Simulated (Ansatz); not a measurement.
The system is CuO.

```
Cu O
1.0
     2.34185   -1.71130    0.00000
    -1.49182   -1.71130   -5.05787
     2.34185    5.13390    0.00000
Cu O
4 4
Direct
  0.32133 0.95658 0.29054
  0.67867 0.04342 0.70946
  0.32256 0.52186 0.68365
  0.67744 0.47814 0.31635
  0.41767 0.70732 0.00990
  0.41393 0.79268 0.65850
  0.22494 0.34817 0.07342
  0.94346 0.15183 0.25818
```

Base run:

* Program: Ansatz 0.2.0
* Functional: PBE
* Potentials or basis: Ansatz PAW
* Cutoff: 500 eV
* Density cutoff: 2000 eV
* k mesh: 9 × 5 × 5
* Occupations: fermi-dirac, width 0.05 eV
* Spin: no spin polarisation

Its results: band gap on the k mesh none (metal or under the smearing width); pressure 55.8 GPa; largest force 16.290 eV/Å.

The run is repeated on the same cell with these changes: functional from PBE to LDA; cutoff from 500 eV to 420 eV (not typed: the program's choice for these potentials). What comes out?

Band gap on the k mesh none (metal or under the smearing width); pressure 39.5 GPa; largest force 14.900 eV/Å.

LDA binds more tightly than PBE, so the same cell stands under less pressure.

Caveats: a pressure of tens of GPa on the cell as given is suspect, and the run, the potentials or the cell itself is likely at fault; the run has no spin polarisation, though such a crystal can be magnetic; semilocal functionals often make such compounds metallic where correlation or magnetic order opens a gap, which also shifts bond lengths; forces of over 1 eV/Å show positions far from the minimum, so gaps and moduli don't describe the material at rest; the PAW data sets come from PBE, with cores solved anew for the run's functional, which leaves a small shift of forces and pressure (some runs).
